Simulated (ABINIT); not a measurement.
BaS:

```
Ba S
1.0
     0.00000    3.19375    3.19375
     3.19375    0.00000    3.19375
     3.19375    3.19375    0.00000
Ba S
1 1
Cartesian
  0.0000 0.0000 0.0000
  3.1938 3.1938 3.1938
```

Base run:

```yaml
Program: ABINIT 10.8.3 (patched build)
Functional: SCAN
Potentials_or_basis: JTH PAW PBE v2.0
Cutoff: 653 eV
k_mesh: 7 × 7 × 7
Occupations: fermi-dirac, width 0.05 eV
Spin: no spin polarisation
```

Its results: band gap on the k mesh 2.54 eV, indirect (least direct gap 2.68 eV); pressure 1.1 GPa.

Task: After a change of settings the same cell gave: band gap on the k mesh 2.78 eV, indirect (least direct gap 2.95 eV); pressure 1.5 GPa. Which change was it?
A. functional from SCAN to r2SCAN; k mesh from 7 × 7 × 7 to 3 × 3 × 3
B. functional from SCAN to revPBE; cutoff from 653 eV to 544 eV; fine-grid cutoff from 1251.72 eV to 1088.46 eV
C. functional from SCAN to PBEsol; potentials or basis from JTH PAW PBE v2.0 to PseudoDojo NC SR PBEsol v0.4.1 standard; cutoff from 653 eV to 707 eV

Result: A.

Caveats: some runs use coarse meshes; this set's barium file shifts pressures by 1.5 GPa and gaps by 0.1 eV against other sets; the PAW data sets were made with another functional, which shifts forces and pressure a little; spin-orbit coupling is left out, which moves the levels of the heavy elements; an odd mesh through Γ misses points on the zone boundary, where band edges often lie (some runs).

Runs at the PBE level aren't shown here.
